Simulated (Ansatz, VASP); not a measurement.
# Cross-check of SiGe3 (random alloy of the diamond Si-Ge line, x = 0.75) between VASP and Ansatz

One calculation is typed for both programs; each brings its own data sets. How far apart do they land? Of the first pair: The structure shown is the start of the Ansatz relaxation below; VASP solves that cell, so the two are compared at the walk's first step.

Program: Ansatz 0.2.0. Level of theory: plane waves, with VASP 6.6.1 beside it; single point at PBE. Results are calculated unless marked as measured.

## (1) Set-up

The cell holds 64 atoms: 48 Ge and 16 Si. Its edges and angles: a = 11.374 Å, b = 11.374 Å, c = 11.374 Å, α = 90.0°, β = 90.0°, γ = 90.0°. It derives from Ge. Diamond Si-Ge: 64 atoms, 48 of 64 Si sites given to Ge at random, cell and internal coordinates interpolated linearly between the end members (Vegard's rule); (so at first; earlier steps may have moved the atoms), displaced by a Gaussian of 0.02 A. Lattice constants are starting values near those of PBE.

## (2) Ansatz: relaxation, PBE

Ansatz runs on its default PAW (the set named soft_2) files.

The two programs are compared at the cell with which this relaxation starts, whose forces are those of its first step.

input.yaml

```yaml
crystal:
  lattice:
    - [11.3745, 0.0, 0.0]
    - [0.0, 11.3745, 0.0]
    - [0.0, 0.0, 11.3745]
  atoms:
    - { symbol: Ge, position: [0.99927, 0.9999, 0.99624] }
    - { symbol: Si, position: [0.12788, 0.12185, 0.12352] }
    - { symbol: Si, position: [0.00088, 0.24781, 0.24814] }
    - { symbol: Ge, position: [0.1234, 0.37597, 0.37903] }
    - { symbol: Ge, position: [0.25007, 0.99803, 0.25095] }
    - { symbol: Ge, position: [0.37395, 0.12497, 0.37707] }
    - { symbol: Ge, position: [0.24869, 0.25002, 0.99846] }
    - { symbol: Ge, position: [0.37472, 0.37545, 0.12326] }
    - { symbol: Ge, position: [0.9994, 0.99958, 0.49888] }
    - { symbol: Si, position: [0.12291, 0.1225, 0.62473] }
    - { symbol: Ge, position: [0.99953, 0.25392, 0.74572] }
    - { symbol: Ge, position: [0.1252, 0.37565, 0.87739] }
    - { symbol: Ge, position: [0.25088, 0.99852, 0.75] }
    - { symbol: Si, position: [0.37595, 0.12445, 0.87636] }
    - { symbol: Si, position: [0.24672, 0.25304, 0.50258] }
    - { symbol: Ge, position: [0.37441, 0.37607, 0.62508] }
    - { symbol: Ge, position: [0.99854, 0.50015, 0.00176] }
    - { symbol: Ge, position: [0.12433, 0.62434, 0.12487] }
    - { symbol: Ge, position: [0.00076, 0.75225, 0.24888] }
    - { symbol: Ge, position: [0.12589, 0.87538, 0.37173] }
    - { symbol: Si, position: [0.24926, 0.49977, 0.24993] }
    - { symbol: Ge, position: [0.37557, 0.62141, 0.37508] }
    - { symbol: Ge, position: [0.24881, 0.74747, 0.00092] }
    - { symbol: Si, position: [0.37629, 0.87385, 0.12648] }
    - { symbol: Ge, position: [0.99933, 0.50012, 0.49807] }
    - { symbol: Ge, position: [0.12779, 0.62032, 0.62484] }
    - { symbol: Si, position: [0.00122, 0.74642, 0.74967] }
    - { symbol: Si, position: [0.12486, 0.87645, 0.87719] }
    - { symbol: Ge, position: [0.24929, 0.49757, 0.7524] }
    - { symbol: Ge, position: [0.37714, 0.62419, 0.87562] }
    - { symbol: Ge, position: [0.25067, 0.751, 0.50036] }
    - { symbol: Si, position: [0.37747, 0.87194, 0.62683] }
    - { symbol: Ge, position: [0.50067, 0.99962, 0.00206] }
    - { symbol: Ge, position: [0.62088, 0.12704, 0.12568] }
    - { symbol: Ge, position: [0.49801, 0.25076, 0.24947] }
    - { symbol: Ge, position: [0.62955, 0.37823, 0.37577] }
    - { symbol: Ge, position: [0.74874, 0.99897, 0.24943] }
    - { symbol: Ge, position: [0.87401, 0.12341, 0.37396] }
    - { symbol: Ge, position: [0.74951, 0.24909, 0.99877] }
    - { symbol: Ge, position: [0.87337, 0.37948, 0.12241] }
    - { symbol: Ge, position: [0.4982, 0.00076, 0.49943] }
    - { symbol: Si, position: [0.62575, 0.12641, 0.62722] }
    - { symbol: Ge, position: [0.50132, 0.24825, 0.75195] }
    - { symbol: Ge, position: [0.6219, 0.3748, 0.87412] }
    - { symbol: Si, position: [0.74813, 0.00104, 0.74968] }
    - { symbol: Ge, position: [0.87679, 0.12239, 0.87649] }
    - { symbol: Ge, position: [0.75088, 0.25022, 0.49751] }
    - { symbol: Si, position: [0.87456, 0.37228, 0.62134] }
    - { symbol: Ge, position: [0.50577, 0.50171, 0.00315] }
    - { symbol: Ge, position: [0.62425, 0.62622, 0.12623] }
    - { symbol: Ge, position: [0.50106, 0.75001, 0.2496] }
    - { symbol: Ge, position: [0.62136, 0.87607, 0.37574] }
    - { symbol: Ge, position: [0.75197, 0.49952, 0.25306] }
    - { symbol: Si, position: [0.87421, 0.62279, 0.37665] }
    - { symbol: Ge, position: [0.74918, 0.74779, 0.00022] }
    - { symbol: Ge, position: [0.87633, 0.87542, 0.12587] }
    - { symbol: Ge, position: [0.50722, 0.50144, 0.50269] }
    - { symbol: Si, position: [0.62151, 0.62564, 0.62636] }
    - { symbol: Ge, position: [0.49936, 0.74846, 0.7507] }
    - { symbol: Ge, position: [0.62445, 0.87396, 0.87702] }
    - { symbol: Ge, position: [0.75235, 0.50053, 0.7492] }
    - { symbol: Ge, position: [0.8759, 0.62646, 0.87611] }
    - { symbol: Ge, position: [0.74744, 0.74941, 0.50063] }
    - { symbol: Si, position: [0.87609, 0.87669, 0.62633] }
kpoints:
  mp_grid: { grid: [1, 1, 1] }
hamiltonian:
  xc: pbe
scf:
  occupations: { method: fixed }
output:
  forces: true
relax:
  f_tol: 0.05
  max_steps: 150
  cell: {}
```

Launch:

```bash
$ ansatz run input.yaml --threads 4 --pin off --max-ram 8192MiB --backend cpu --events-out ev --progress --plain --runs-dir out
```

Numbers of over 12 decimals in the logs are rounded to 6 here.

Log:

```text
Engine: ansatz 0.2.0, aarch64-unknown-linux-gnu
Pseudopotentials: kind: paw
Pseudopotential: Ge, paw, valence charge 14, recommended cutoff 420 eV (normal), Ge.paw.azcp
Pseudopotential: Si, paw, valence charge 4, recommended cutoff 420 eV (normal), Si.paw.azcp
Functional definition: PBE
  parameter kappa = 0.804
  parameter beta = 0.066725
  exchange = pbe_x(kappa = kappa, mu = beta*pi^2/3)
  correlation = pbe_c(beta = beta)
Crystal: 64 atoms, lattice volume = 1471.624 Å³
Basis set: ecut = 420 eV, 28671 PW (Γ), exchange–correlation on 160×160×160 points (8 copies of the dense FFT grid, shifted against one another)
Bands: 442, of which v1, the nominal top of the filled ones, is band 368 counted from 1 (367 counted from 0)
Symmetry: 1 space group operations
Space group: P1 (ITA 1), of the structure as read, at distance tolerance 1.1e-4 Å
k-points: 1
Non-local potential: Ge, projectors of the file, l = 0: 2, l = 1: 2, l = 2: 3, l = 3: 1
Non-local potential: Si, projectors of the file, l = 0: 2, l = 1: 2, l = 2: 2
PAW form: soft (Blöchl's): semilocal exchange-correlation on the pseudo side does not see the compensation charge
PAW one-centre angular grid: Ge, 590 points (default); XC on 64 Gauss nodes
PAW one-centre angular grid: Si, 110 points (default); XC on 64 Gauss nodes
Initial density: superposition of atomic densities (neutral atoms: chi_scale 0, normalization atom), corrected by the library's trained network
Initial wavefunctions: pseudopotential atomic-orbital guess
Functional: x = pbe(κ = 0.804, μ = 0.219515), c = pbe(β = 0.066725)
SCF iter   1: F=—  HF=-216321.971360 eV  |F-HF|=—  |Δ(HF+E_count)|=         —  Δρ=2.16e-3  dr2=6.28e-2  ethr=1.77e-3  ⟨swp⟩=5.0  Hψ=1312  notcnv=0  defer=69
preconditioner: auto → Resta (q_TF=auto, 2.431 Å⁻¹)  ε∞=2.6  [insulator: Δε(μ)=0.183 eV  Ē_g=20.740 eV  n_scr=364 (ndim 8)  ℏωp=26.3 eV  f_vac=0.038  ε∞_Penn≈2.6]
SCF iter   2: F=—  HF=-216321.942184 eV  |F-HF|=—  |Δ(HF+E_count)|=   2.92e-2  Δρ=9.89e-4  dr2=1.63e-2  ethr=8.53e-6  ⟨swp⟩=2.0  Hψ=861  notcnv=0  defer=72
SCF iter   3: F=—  HF=-216321.939482 eV  |F-HF|=—  |Δ(HF+E_count)|=   2.70e-3  Δρ=5.44e-4  dr2=5.43e-3  ethr=2.21e-6  ⟨swp⟩=2.0  Hψ=743  notcnv=0  defer=72
SCF iter   4: F=—  HF=-216321.939353 eV  |F-HF|=—  |Δ(HF+E_count)|=   1.28e-4  Δρ=1.41e-4  dr2=3.57e-4  ethr=7.37e-7  ⟨swp⟩=2.0  Hψ=478  notcnv=0  defer=69
SCF iter   5: F=—  HF=-216321.939337 eV  |F-HF|=—  |Δ(HF+E_count)|=   1.67e-5  Δρ=5.64e-5  dr2=3.24e-4  ethr=4.85e-8  ⟨swp⟩=2.0  Hψ=741  notcnv=0  defer=69
SCF iter   6: F=—  HF=-216321.939339 eV  |F-HF|=—  |Δ(HF+E_count)|=   2.52e-6  Δρ=2.72e-5  dr2=1.21e-5  ethr=4.40e-8  ⟨swp⟩=2.0  Hψ=446  notcnv=0  defer=69
SCF iter   7: F=—  HF=-216321.940765 eV  |F-HF|=—  |Δ(HF+E_count)|=   1.43e-3  Δρ=1.04e-5  dr2=2.62e-6  ethr=1.64e-9  ⟨swp⟩=2.0  Hψ=740  notcnv=0  defer=69
SCF iter   8: F=—  HF=-216321.940765 eV  |F-HF|=—  |Δ(HF+E_count)|=   4.25e-7  Δρ=4.02e-6  dr2=2.52e-7  ethr=3.56e-10  ⟨swp⟩=2.0  Hψ=714  notcnv=0  defer=69
SCF iter   9: F=-216321.940765 eV  HF=-216321.940765 eV  |F-HF|=4.28e-8  |Δ(HF+E_count)|=   4.22e-8  Δρ=1.23e-6  dr2=7.20e-8  ethr=1.36e-11  ⟨swp⟩=4.0  Hψ=1243  notcnv=0
SCF 1 converged in 9 iterations: F = -216321.940765 eV  dr2 = 7.20e-8
  greatest PAW one-centre occupation: 0.998 electrons in one spin orbital (limit 2), on the Ge atom at site 34 (counted from 0), in its partial waves of l = 2
relax step   1: F+E_penalty+E_count = -216321.94076532 eV  Δ(F+E_penalty+E_count) = +0.000e0 eV  max|allowed force component| = 1.000e0 eV/Å  Δτ_max = 0.0000 Å  P = -0.166 GPa  Ω = 1471.624 Å³  (9 SCF iters, dr2 threshold 1.00e-7 eV, accepted)
Crystal: 64 atoms, lattice volume = 1464.136 Å³
Basis set: ecut = 420 eV, 28491 PW (Γ), exchange–correlation on 160×160×160 points (8 copies of the dense FFT grid, shifted against one another)
Initial density: handed on by an earlier stage of this run
Initial wavefunctions: those handed on with the density
iter 1 solved again at ethr=4.79e-5 eV; its pass at ethr=3.10e-3 eV (dr2=3.53e-1 eV) is discarded
SCF iter   1: F=—  HF=-216322.888624 eV  |F-HF|=—  |Δ(HF+E_count)|=         —  Δρ=6.37e-3  dr2=3.61e-1  ethr=4.79e-5  ⟨swp⟩=2.0  Hψ=1437  notcnv=0  defer=72
preconditioner: auto → Resta (q_TF=auto, 2.433 Å⁻¹)  ε∞=2.6  [insulator: Δε(μ)=0.214 eV  Ē_g=20.714 eV  n_scr=364 (ndim 8)  ℏωp=26.3 eV  f_vac=0.044  ε∞_Penn≈2.6]
SCF iter   2: F=—  HF=-216322.853106 eV  |F-HF|=—  |Δ(HF+E_count)|=   3.55e-2  Δρ=3.25e-3  dr2=8.09e-2  ethr=4.79e-5  ⟨swp⟩=3.0  Hψ=463  notcnv=0  defer=72
SCF iter   3: F=—  HF=-216322.856882 eV  |F-HF|=—  |Δ(HF+E_count)|=   3.78e-3  Δρ=9.18e-4  dr2=2.67e-2  ethr=1.10e-5  ⟨swp⟩=3.0  Hψ=456  notcnv=0  defer=72
SCF iter   4: F=—  HF=-216322.854665 eV  |F-HF|=—  |Δ(HF+E_count)|=   2.22e-3  Δρ=2.02e-4  dr2=2.44e-3  ethr=3.63e-6  ⟨swp⟩=2.0  Hψ=480  notcnv=0  defer=72
[...]
atom  12  Ge    -0.00026815     0.00108243     0.00099215
  atom  13  Ge     0.00092265     0.00028441    -0.00116535
  atom  14  Si     0.00065417    -0.00105997     0.00043177
  atom  15  Si    -0.00004156    -0.00005439     0.00061294
  atom  16  Ge     0.00056820    -0.00059876    -0.00081536
  atom  17  Ge    -0.00024264    -0.00135977    -0.00086538
  atom  18  Ge     0.00144507    -0.00139852     0.00096643
  atom  19  Ge    -0.00011353    -0.00058902     0.00029737
  atom  20  Ge    -0.00117569    -0.00007645    -0.00073809
  atom  21  Si     0.00001772     0.00028327    -0.00026537
  atom  22  Ge    -0.00050660    -0.00072907     0.00020221
  atom  23  Ge     0.00023284     0.00008475    -0.00093759
  atom  24  Si    -0.00020926    -0.00063530     0.00089377
  atom  25  Ge     0.00024285     0.00171337    -0.00012647
  atom  26  Ge    -0.00044088     0.00098191    -0.00083752
  atom  27  Si    -0.00037536    -0.00010279     0.00000345
  atom  28  Si     0.00051496     0.00124276     0.00026204
  atom  29  Ge    -0.00048344     0.00019790     0.00078303
  atom  30  Ge    -0.00009065     0.00020725     0.00074079
  atom  31  Ge     0.00005430    -0.00040953    -0.00044642
  atom  32  Si    -0.00050317     0.00069667     0.00038175
  atom  33  Ge    -0.00114534    -0.00009193    -0.00120557
  atom  34  Ge     0.00043015     0.00109150     0.00025021
  atom  35  Ge    -0.00032830    -0.00056108     0.00028471
[...]
atom  57  Ge    -0.00061663    -0.00114098    -0.00010721
  atom  58  Si     0.00041345    -0.00070351     0.00040343
  atom  59  Ge     0.00025485    -0.00063673     0.00251068
  atom  60  Ge    -0.00072632     0.00043919     0.00099541
  atom  61  Ge     0.00010793     0.00041044     0.00144781
  atom  62  Ge    -0.00132329     0.00058436     0.00034867
  atom  63  Ge     0.00115525    -0.00029824    -0.00168303
  atom  64  Si     0.00195682    -0.00044014    -0.00096798
  max |Σ_I F_I| component: 1.75e-6 eV/Å
--- Stress (GPa, compression-positive) ---
        0.001461      -0.000143       0.000135
       -0.000143      -0.004118       0.000446
        0.000135       0.000446       0.005281
  P = ⅓ Tr σ = 0.0009 GPa (0.009 kbar)
--- Relaxed structure (4 steps of the walk, 4 accepted, 1 SCFs on fresh bases) ---
  F+E_penalty+E_count = -216322.91772501 eV   max|allowed force component| = 2.511e-3 eV/Å   (the final SCF, on the basis selected at the relaxed cell)
  cell:  # Å, volume = 1465.2045 Å³
    - [11.358307, 0.000890474, 0.000286639]
    - [0.000890474, 11.360125, -0.000566329]
    - [0.000286639, -0.000566329, 11.355376]
  atoms:
    - { symbol: Ge, position: [1.003465, 0.999743, 0.998923] }
    - { symbol: Si, position: [0.123750, 0.125165, 0.125369] }
    - { symbol: Si, position: [0.00379521, 0.247004, 0.248609] }
    - { symbol: Ge, position: [0.126130, 0.371646, 0.373913] }
    - { symbol: Ge, position: [0.248813, 1.000762, 0.247158] }
    - { symbol: Ge, position: [0.372505, 0.125384, 0.378571] }
    - { symbol: Ge, position: [0.249300, 0.245813, 1.000664] }
    - { symbol: Ge, position: [0.372212, 0.375860, 0.126999] }
    - { symbol: Ge, position: [1.000641, 1.000317, 0.505398] }
    - { symbol: Si, position: [0.127076, 0.126008, 0.623798] }
    - { symbol: Ge, position: [1.000025, 0.249794, 0.744241] }
    - { symbol: Ge, position: [0.124678, 0.372704, 0.874297] }
    - { symbol: Ge, position: [0.249514, 0.999762, 0.749221] }
    - { symbol: Si, position: [0.372897, 0.122714, 0.875295] }
    - { symbol: Si, position: [0.247100, 0.247442, 0.501259] }
    - { symbol: Ge, position: [0.372959, 0.370981, 0.623771] }
    - { symbol: Ge, position: [1.001181, 0.499749, -3.2719308697876665e-5] }
    - { symbol: Ge, position: [0.127202, 0.623290, 0.127960] }
    - { symbol: Ge, position: [-0.00157546, 0.746902, 0.253983] }
    - { symbol: Ge, position: [0.124728, 0.875566, 0.376461] }
    - { symbol: Si, position: [0.249404, 0.498401, 0.251597] }
    - { symbol: Ge, position: [0.372735, 0.623743, 0.373979] }
    - { symbol: Ge, position: [0.248955, 0.753546, -0.000459988] }
    - { symbol: Si, position: [0.372964, 0.876752, 0.123442] }
    - { symbol: Ge, position: [0.996871, 0.499028, 0.499864] }
    - { symbol: Ge, position: [0.121227, 0.628723, 0.627391] }
    - { symbol: Si, position: [-0.000280427, 0.756026, 0.751140] }
    - { symbol: Si, position: [0.124178, 0.875011, 0.872883] }
    - { symbol: Ge, position: [0.248867, 0.499931, 0.749801] }
    - { symbol: Ge, position: [0.375354, 0.626648, 0.873879] }
    - { symbol: Ge, position: [0.251574, 0.752312, 0.502685] }
    - { symbol: Si, position: [0.375231, 0.875706, 0.625998] }
    - { symbol: Ge, position: [0.495966, 0.999604, -0.00131814] }
    - { symbol: Ge, position: [0.622993, 0.124565, 0.125180] }
[...]
- { symbol: Si, position: [0.627776, 0.121495, 0.628034] }
[...]
- { symbol: Si, position: [0.750791, -0.00105705, 0.746279] }
[...]
- { symbol: Si, position: [0.874686, 0.374890, 0.624070] }
[...]
- { symbol: Si, position: [0.874823, 0.624541, 0.377750] }
    - { symbol: Ge, position: [0.750421, 0.751441, -0.00209136] }
    - { symbol: Ge, position: [0.876459, 0.874442, 0.125397] }
    - { symbol: Ge, position: [0.500733, 0.501264, 0.502021] }
    - { symbol: Si, position: [0.625683, 0.624926, 0.624090] }
    - { symbol: Ge, position: [0.501029, 0.750399, 0.744847] }
    - { symbol: Ge, position: [0.625894, 0.877821, 0.870812] }
    - { symbol: Ge, position: [0.750713, 0.500349, 0.745426] }
    - { symbol: Ge, position: [0.877698, 0.627570, 0.871751] }
    - { symbol: Ge, position: [0.753241, 0.748210, 0.503960] }
    - { symbol: Si, position: [0.875519, 0.875653, 0.629445] }
```

(Continued in part 2 of 2.)

[Lines on the potential files, build, host, timing and source positions are cut from VASP's logs without a mark.]

[Logs are printed without paths, hosts, clocks, repeated set-up lines and the standing remarks that a program may print on its own settings, such as how far it seeks lower states.]

[Hosts, paths, dates, database ids (printed as entryN), source tags and the programs' standing remarks are cut or masked in the printed files.]
